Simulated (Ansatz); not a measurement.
# Ionic part of the dielectric constant of Na$_{2}$S at 2 GPa, mode by mode

These are results of Ansatz 0.2.0, DFT LDA, scalar-relativistic, plane waves, PAW, not measurements. Settings: 420 eV plane-wave cutoff, Γ-centred 8×8×8 mesh, fixed occupations. No spin polarisation. Phonons by linear response, acoustic sum rule imposed.

The structure is cubic, space group Fm-3m (No. 225). Conventional cell: a = 6.272 Å, b = 6.272 Å, c = 6.272 Å, α = 90.00°, β = 90.00°, γ = 90.00°. Around Na (site symmetry -43m) lie 4 S at 2.72 Å. S (site symmetry m-3m) has 8 Na at 2.72 Å as nearest neighbours.

The primitive cell has V = 61.68 Å³ and ε∞,yy = 3.588. Each polar mode adds Δε = (4.92064×10⁷/V)·S/ν² along y, with S its oscillator strength in e²/amu, ν in cm⁻¹ and V in Å³.

**Question.** From these modes, find each Δε and ε0,yy.
```tsv
ν (cm⁻¹)	S_yy (e²/amu)
243.0	0.1799
```

**Answer.**
```json
{"ν (cm⁻¹)": "243.0", "Δε": "2.43"}
```

The sum is 2.430, so ε0,yy = 6.02; the run's tensor has 6.02.

**Question.** Where do the longitudinal modes lie for a wave vector along y?

**Answer.** At 315 cm⁻¹. The Lyddane–Sachs–Teller product Π(ν_LO/ν_TO)² = 1.68 matches ε0/ε∞ = 1.68.

Cost: 1 run of about 1.2 core-minutes, on Arm Neoverse V2 (shared hosts).